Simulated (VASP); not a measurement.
## VASP 6.6.1 run: NaF

INCAR

```
EDIFF = 1E-7
SIGMA = 0.02
LASPH = .FALSE.
ENCUT = 600
GGA = PS
NBANDS = 14
EDIFFG = -5E-3
ISMEAR = -1
IBRION = 2
LCHARG = .FALSE.
NELM = 94
PREC = Accurate
LREAL = .FALSE.
NSW = 40
LWAVE = .FALSE.
ISIF = 3
```

KPOINTS

```
KPOINTS created by Atomic Simulation Environment
0
Gamma
8 8 8
0 0 0
```

POSCAR

```
Na F
 1.0000000000000000
     2.8648043891630715    0.0000000000000000   -0.0000000000000000
     0.0000000000000000    2.8648043891630715    0.0000000000000000
     0.0000000000000000    0.0000000000000000    2.8648043891630715
 Na  F
   1   1
Cartesian
  0.0000000000000000  0.0000000000000000 -0.0000000000000000
  1.4324021945815355  1.4324021945815355  1.4324021945815355
```

The recommended PBE PAW datasets give the neutral cell 14 valence electrons.

Command

```
mpirun -np 1 vasp_std
```

OSZICAR

```
N       E                     dE             d eps       ncg     rms          rms(c)
DAV:   1     0.115262947991E+03    0.11526E+03   -0.83694E+03   992   0.138E+03
DAV:   2    -0.346751023803E+01   -0.11873E+03   -0.11095E+03  1094   0.367E+02
DAV:   3    -0.920380790614E+01   -0.57363E+01   -0.57257E+01  1106   0.711E+01
DAV:   4    -0.925167144197E+01   -0.47864E-01   -0.47861E-01  1124   0.693E+00
DAV:   5    -0.925213056143E+01   -0.45912E-03   -0.45912E-03  1142   0.680E-01    0.467E+00
DAV:   6    -0.852368687049E+01    0.72844E+00   -0.22271E+00  1172   0.137E+01    0.176E+00
DAV:   7    -0.849289380002E+01    0.30793E-01   -0.28810E-02  1044   0.289E+00    0.998E-01
DAV:   8    -0.847734834220E+01    0.15545E-01   -0.25152E-02  1046   0.432E+00    0.142E-01
DAV:   9    -0.847764569467E+01   -0.29735E-03   -0.31012E-03  1204   0.683E-01    0.707E-02
DAV:  10    -0.847764697900E+01   -0.12843E-05   -0.53330E-04  1094   0.202E-01    0.379E-02
...
   3 F= -.84882726E+01 E0= -.84882726E+01  d E =-.106394E-01
       N       E                     dE             d eps       ncg     rms          rms(c)
DAV:   1    -0.849692638091E+01   -0.86538E-02   -0.13701E-01  1094   0.547E+00    0.723E-01
DAV:   2    -0.848933374473E+01    0.75926E-02   -0.23775E-02  1174   0.145E+00    0.194E-01
DAV:   3    -0.848877616416E+01    0.55758E-03   -0.63025E-04  1096   0.590E-01    0.103E-01
DAV:   4    -0.848854966649E+01    0.22650E-03   -0.12635E-04  1250   0.343E-01    0.129E-02
DAV:   5    -0.848854041039E+01    0.92561E-05   -0.18486E-05  1248   0.700E-02    0.293E-03
DAV:   6    -0.848853921623E+01    0.11942E-05   -0.17418E-06  1172   0.207E-02    0.115E-03
DAV:   7    -0.848853927411E+01   -0.57878E-07   -0.52263E-08   550   0.310E-03
   4 F= -.84885393E+01 E0= -.84885393E+01  d E =-.109061E-01
```

From OUTCAR

```
k-points           NKPTS =     35   k-points in BZ     NKDIM =     35   number of bands    NBANDS=     14

   NELECT =      14.0000    total number of electrons

   dimension x,y,z NGX =    24 NGY =   24 NGZ =   24
   dimension x,y,z NGXF=    48 NGYF=   48 NGZF=   48

  energy-cutoff  :      600.00
  volume of cell :       22.26
      direct lattice vectors                 reciprocal lattice vectors
     2.812837554 -0.000000000 -0.000000000     0.355512887  0.000000000 -0.000000000
    -0.000000000  2.812837554 -0.000000000     0.000000000  0.355512887  0.000000000
     0.000000000 -0.000000000  2.812837554     0.000000000  0.000000000  0.355512887

 k-points in reciprocal lattice and weights: KPOINTS created by Atomic Simulation Env
   0.00000000  0.00000000  0.00000000       0.002
   0.12500000  0.00000000  0.00000000       0.012
   0.25000000  0.00000000  0.00000000       0.012
   0.37500000  0.00000000  0.00000000       0.012
   0.50000000  0.00000000  0.00000000       0.006
   0.12500000  0.12500000  0.00000000       0.023
   0.25000000  0.12500000  0.00000000       0.047
   0.37500000  0.12500000  0.00000000       0.047
   ...

 E-fermi :  -0.3730

 k-point     1 :       0.0000    0.0000    0.0000
  band No.  band energies     occupation
      1     -20.7146      2.00000
      2     -20.7146      2.00000
      3     -20.7146      2.00000
      4     -20.5656      2.00000
      5      -1.1705      2.00000
      6      -1.1705      2.00000
      7      -1.1705      2.00000
      8       5.0141      0.00000
      9      14.6539      0.00000
     10      14.6539      0.00000
     11      22.7342      0.00000
     12      22.7342      0.00000
     13      22.7342      0.00000
     14      30.1428      0.00000

 k-point     2 :       0.1250    0.0000    0.0000
  band No.  band energies     occupation
      1     -20.9546      2.00000
      2     -20.7103      2.00000
      3     -20.7103      2.00000
      4     -20.3144      2.00000
      5      -1.5952      2.00000
      6      -1.1523      2.00000
      7      -1.1523      2.00000
      8       5.5376      0.00000
      9      14.4018      0.00000
     10      14.9471      0.00000
     11      22.6874      0.00000
     12      22.6874      0.00000
     13      23.2029      0.00000
     14      28.6326      0.00000

 k-point     3 :       0.2500    0.0000    0.0000
  band No.  band energies     occupation
      1     -21.2116      2.00000
      2     -20.6999      2.00000
      3     -20.6999      2.00000
      4     -20.0276      2.00000
      5      -2.4632      2.00000
      6      -1.1078      2.00000
      7      -1.1078      2.00000
      8       6.7926      0.00000
      9      13.5170      0.00000
     10      15.8240      0.00000
     11      22.5674      0.00000
     12      22.5674      0.00000
     13      24.8179      0.00000
     14      25.3423      0.00000

 k-point     4 :       0.3750    0.0000    0.0000
  band No.  band energies     occupation
      1     -21.3894      2.00000
      2     -20.6895      2.00000
      3     -20.6895      2.00000
      4     -19.8154      2.00000
      5      -3.1976      2.00000
      6      -1.0624      2.00000
      7      -1.0624      2.00000
      8       8.3783      0.00000
      9      12.0683      0.00000
     10      17.2670      0.00000
     11      22.1383      0.00000
     12      22.4322      0.00000
     13      22.4322      0.00000
     14      25.3994      0.00000

 ...

  Total       -0.0002028     -0.0002028     -0.0002028     -0.0000000      0.0000000     -0.0000000
  in kB       -0.0145963     -0.0145963     -0.0145963     -0.0000000      0.0000000     -0.0000000
  external PRESSURE =      -0.0145963 kB  Pullay stress =       0.0000000 kB

 POSITION                                       TOTAL-FORCE (eV/Angst)
 -----------------------------------------------------------------------------------
      0.00000      0.00000      0.00000        -0.000000      0.000000      0.000000
      1.40642      1.40642      1.40642         0.000000     -0.000000      0.000000
 -----------------------------------------------------------------------------------
    total drift:                                0.000000      0.000000     -0.000000

  FREE ENERGIE OF THE ION-ELECTRON SYSTEM (eV)
  ---------------------------------------------------
  free  energy   TOTEN  =        -8.4885392741 eV

  energy  without entropy=       -8.4885392741  energy(sigma->0) =       -8.48853927
```

| ionic step | ΔE (meV/atom) | volume (Å³) | largest force (eV/Å) | pressure (GPa) | electronic steps |
| --- | --- | --- | --- | --- | --- |
| 1 | 0.0 | 23.51 | 0.000 | -2.60 | 13 |
| 2 | -4.1 | 22.87 | 0.000 | -1.33 | 7 |
| 3 | -5.3 | 22.44 | 0.000 | -0.40 | 7 |
| 4 | -5.5 | 22.26 | 0.000 | 0.00 | 7 |

It converged. Results: relaxed cell vector lengths 2.813, 2.813, 2.813 Å; relaxed cell volume 22.26 Å³.

For comparison, a separate PBEsol relaxation on usual settings, not on those above, ends at 22.26 Å³.

The run above took about 16 s on one core of a shared host (Intel Xeon Platinum 8488C) and held 0.14 GiB at most.
